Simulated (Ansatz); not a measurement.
# What strain does to NaCl (Fm-3m)

NaCl (started from an entry of an open crystallographic database), relaxed with r2SCAN in the PAW code Ansatz. Space group Fm-3m (No. 225), cubic; conventional cell a = 5.605 Å, 22.02 Å³ an atom. Around Na lie 6 Cl at 2.80 Å; around Cl lie 6 Na at 2.80 Å.

The axes x, y and z are those of this cell:
```
Na Cl
1.0
     0.00000    2.80273    2.80273
     2.80273    0.00000    2.80273
     2.80273    2.80273    0.00000
Na Cl
1 1
Direct
  0.00000 0.00000 0.00000
  0.50000 0.50000 0.50000
```

Unstrained: With PBE the gap is 5.179 eV and direct, at Γ. The r2SCAN gap is direct at Γ: 5.975 eV. The HSE06 gap is direct at Γ: 6.559 eV. Meshes: PBE 8×8×8, r2SCAN 8×8×8, HSE06 6×6×6. Strains are changes of length per length. After each strain the atoms were relaxed again with r2SCAN within the symmetry that the strain leaves, so tilts or polar shifts that break it weren't tested; points keep the names that they have in the unstrained zone. Calculated for a static, non-magnetic cell.

Changes of the least gap in eV (an overlap counts as a negative gap):

| strain | volume change (%) | space group | PBE | r2SCAN | HSE06 | energy rise, r2SCAN (meV/atom) |
| --- | --- | --- | --- | --- | --- | --- |
| epitaxial +5.99 % in the xy plane, free normal strain -2.08 % | +10.0 | I4/mmm | -0.370 | -0.398 | -0.402 | 25.0 |
| isotropic -5.83 % on every length | -16.5 | Fm-3m | +0.816 | +0.878 | +0.872 | 73.5 |

Epitaxial +5.99 % in the xy plane, free normal strain -2.08 %. HSE06: the gap goes from 6.559 to 6.157 eV (-0.402 eV); with r2SCAN the top three valence levels at Γ, degenerate before, become 2+1 from the top over 83 meV. Stress change with r2SCAN, compression positive: xx -2.63, yy -2.63, zz -0.01 GPa.

Isotropic -5.83 % on every length. HSE06: the gap goes from 6.559 to 7.431 eV (+0.872 eV). Stress change with r2SCAN, compression positive: xx +7.62, yy +7.62, zz +7.62 GPa. For HSE06, dE_g/d ln V = -4.8 eV over this step.

The meshes of the hybrids are coarse, so their gaps aren't converged to the digits shown.

The splittings at Γ are without spin-orbit coupling, which regroups them where it is of like size or larger.
